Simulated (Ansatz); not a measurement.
SnO2 on the sites of monoclinic HfO2 (relaxed group Pbcn) at its r2SCAN geometry, run in the PAW code Ansatz at 2 levels of theory. These are computed values for a non-magnetic cell that may be hypothetical; none is a measurement.

The PBE+SOC input:
```yaml
crystal:
  lattice:
    - [5.2206348477, 0.0, 0.4237042243]
    - [0.0, 4.7307308807, 0.0]
    - [-0.4647681276, 0.0, 5.726442102]
  atoms:
    - { symbol: Sn, position: [0.2499998675, 0.5000003546, 0.6651216976] }
    - { symbol: Sn, position: [0.7500001325, 1.0000003546, 0.8348783024] }
    - { symbol: Sn, position: [0.7500001325, 0.4999996454, 0.3348783024] }
    - { symbol: Sn, position: [0.2499998675, -3.546e-07, 0.1651216976] }
    - { symbol: O, position: [0.4210818203, 0.7701766283, 0.8923533852] }
    - { symbol: O, position: [0.5789181797, 0.2701766283, 0.6076466148] }
    - { symbol: O, position: [0.5789181797, 0.2298233717, 0.1076466148] }
    - { symbol: O, position: [0.4210818203, 0.7298233717, 0.3923533852] }
    - { symbol: O, position: [0.078918966, 0.2701765317, 0.39235306] }
    - { symbol: O, position: [0.921081034, 0.7701765317, 0.10764694] }
    - { symbol: O, position: [0.921081034, 0.7298234683, 0.60764694] }
    - { symbol: O, position: [0.078918966, 0.2298234683, 0.89235306] }
kpoints:
  mp_grid: { grid: [6, 6, 4] }
  band_path:
    path:
      - [0.0, 0.0, 0.0]
      - [0.0, -0.5, 0.0]
      - [-1.0145e-06, -0.5, 0.5]
      - [-1.0145e-06, 0.0, 0.5]
      - [-0.5, 0.0, 0.0]
      - [-0.5, -0.5, 0.0]
      - [-0.5000010145, -0.5, 0.5]
      - [-0.5000010145, 0.0, 0.5]
      - [0.0, 0.380208, 0.0]
    npoints: 1
hamiltonian:
  xc: pbe
scf:
  occupations: { method: fixed }
  n_extra_bands: 14
magnetization:
  noncollinear: true
  spin_orbit: true
output:
  forces: true
  stress: true
  eigenvalues: true
  write_density: true
  write_potential: true
  elf: true
  volumetric_format: npy
```

Main results, then, where recorded, the levels near the gap in eV from the Fermi energy (columns number the bands from 0), one row a point of the path (Γ, X, S, Y, Z, U, R, T, Γ–X (0.76)):
```
Crystal: 12 atoms, lattice volume = 142.360 Å³
Symmetry: 8 space group operations + 8 with time reversal
Magnetic group: BNS 60.418 (UNI 516)
```
```
Basis set: ecut = 420 eV, 2789 PW (Γ)
k-points: 48 of 144
SCF 1 converged in 8 iterations: F = -28644.109354 eV  dr2 = 3.62e-8
Free energy (F): -28644.109354 eV
Fermi energy:    9.294894 eV
--- Forces (eV/Å), atoms counted from 1 ---
  atom   1  Sn    -0.00604      0.00000      0.07440
  atom   2  Sn      0.00604      0.00000    -0.07440
  atom   3  Sn      0.00604      0.00000    -0.07440
  atom   4  Sn    -0.00604      0.00000      0.07440
  atom   5  O       0.01756    -0.08788      0.07279
  atom   6  O     -0.01756    -0.08788    -0.07279
  atom   7  O     -0.01756      0.08788    -0.07279
  atom   8  O       0.01756      0.08788      0.07279
  atom   9  O     -0.02907    -0.08788      0.06900
  atom  10  O       0.02907    -0.08788    -0.06900
  atom  11  O       0.02907      0.08788    -0.06900
  atom  12  O     -0.02907      0.08788      0.06900
--- Stress (GPa, compression-positive) ---
        8.327796       0.000000       0.043502
        0.000000       7.425997       0.000000
        0.043502       0.000000       7.795330
  P = ⅓ Tr σ = 7.8497 GPa (78.497 kbar)
```

With PBE+SOC the valence top lies at Γ–X (0.76 of the way from Γ) and the conduction bottom at Γ, 1.41 eV higher; the smallest vertical gap, at Γ, is 1.43 eV.

PBE0. Against the first input these blocks differ (the band path and keys that only write files left aside):
```yaml
kpoints:
  mp_grid: { grid: [4, 4, 4] }
hamiltonian:
  xc: pbe0
scf:
  occupations: { method: fixed }
  n_extra_bands: 7
```
(magnetization left out)

```
Basis set: ecut = 420 eV, 2789 PW (Γ)
k-points: 27 of 64
SCF 1 stopped early in 3 iterations: F = -28635.605011 eV  dr2 = 1.11e-4
Exchange kernel: α = 0.2500, full range, Wigner–Seitz truncation, v(0) = 14904.5232 eV·Å³, q-mesh 4×4×4
SCF 2 stopped early in 6 iterations: F = -28648.614226 eV  dr2 = 1.45e-5
hybrid outer 1: dexx = +7.085e-2 eV, tail = 3.31e-4 eV
SCF 3 converged in 5 iterations: F = -28648.612452 eV  dr2 = 7.59e-10
hybrid outer 2: dexx = +5.563e-6 eV, tail = 1.18e-7 eV, Δε = 3.79e-3 eV, ΔF = 3.48e-3 eV/Å
SCF 4 converged in 2 iterations: F = -28648.612451 eV  dr2 = 6.84e-10
hybrid outer 3: dexx = +4.298e-9 eV, tail = 1.57e-9 eV, Δε = 6.29e-5 eV, ΔF = 7.13e-5 eV/Å
Free energy (F): -28648.612451 eV
Fermi energy:    7.569395 eV
--- Forces (eV/Å), atoms counted from 1 ---
  atom   1  Sn      0.00122      0.00000    -0.01508
  atom   2  Sn    -0.00122      0.00000      0.01508
  atom   3  Sn    -0.00122      0.00000      0.01508
  atom   4  Sn      0.00122      0.00000    -0.01508
  atom   5  O       0.00638      0.04994    -0.03928
  atom   6  O     -0.00638      0.04994      0.03928
  atom   7  O     -0.00638    -0.04994      0.03928
  atom   8  O       0.00638    -0.04994    -0.03928
  atom   9  O       0.00004      0.04994    -0.03979
  atom  10  O     -0.00004      0.04994      0.03979
  atom  11  O     -0.00004    -0.04994      0.03979
  atom  12  O       0.00004    -0.04994    -0.03979
--- Stress (GPa, compression-positive) ---
       -1.877404       0.000000      -0.029588
        0.000000      -1.527181       0.000000
       -0.029588       0.000000      -1.515241
  P = ⅓ Tr σ = -1.6399 GPa (-16.399 kbar)
```
```tsv
band_48	band_49	band_50	band_51	band_52	band_53	band_54
-0.398	-0.127	-0.087	0.000	3.843	9.100	9.170
-0.305	-0.305	-0.070	-0.070	7.252	7.252	8.057
-0.443	-0.443	-0.239	-0.239	7.778	7.778	8.965
-0.798	-0.798	-0.080	-0.080	6.716	6.716	9.931
-0.235	-0.235	-0.111	-0.111	7.153	7.153	9.092
-0.274	-0.274	-0.274	-0.274	7.752	7.752	7.752
-0.413	-0.413	-0.413	-0.413	8.261	8.261	8.261
-0.322	-0.322	-0.322	-0.322	8.382	8.382	8.382
-0.472	-0.211	-0.150	-0.013	6.301	7.861	8.074
```

PBE0 gives a direct gap of 3.84 eV at Γ. With the atoms held, the mean pressure is -1.6 GPa (compression positive). (The program warns that its thresholds are loose for a hybrid's stress.)

The hybrids run on coarser meshes, which limits their stresses and small splittings of levels.

Totals of different functionals, or with and without spin-orbit coupling, can't be compared.

Only the levels marked +SOC include spin-orbit coupling.

The meshes of the hybrids are coarse, so their gaps aren't converged to the digits shown.
